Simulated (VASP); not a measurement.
A run of VASP 6.6.1:

The input INCAR:

```
  PREC = Accurate
  ENCUT = 600
  EDIFF = 1E-7
  ISMEAR = 0
  SIGMA = 0.03
  LREAL = False
  LASPH = True
  NELM = 80
  ALGO = Fast
  ISIF = 2
  LWAVE = False
  LCHARG = False
  GGA = PS
  IBRION = 2
  NSW = 40
  EDIFFG = -0.01
```

The input KPOINTS:

```
regular mesh
0
Gamma
  8 8 8
```

The input POSCAR:

```
CaF2                                    
1.0
    0.0000000000      2.6941116314      2.6941116314
    2.6941116314      0.0000000000      2.6941116314
    2.6941116314      2.6941116314      0.0000000000
  Ca              F             
     1     2
Direct
     0.0000000000000000    0.0000000000000000    0.0000000000000000
     0.2500000000000000    0.2500000000000000    0.2500000000000000
     0.7500000000000000    0.7500000000000000    0.7500000000000000
```

Potentials or basis: VASP PAW PBE potentials, release 64 (Ca_sv, F).

Command:

```bash
$ cat potpaw_PBE.64/Ca_sv/POTCAR potpaw_PBE.64/F/POTCAR > POTCAR
$ mpirun -np 1 vasp_std > vasp.out
```

Hardware: 1 thread of Intel(R) Xeon(R) 6975P-C (Granite Rapids), on a shared host.

**Question.** Estimate the wall time of this run.

**Answer.** It took 22 s on 1 thread of Intel(R) Xeon(R) 6975P-C (Granite Rapids) (shared host), peak memory 0.17 GiB. Counts: scf iterations 25, k points 29, ion steps 1.
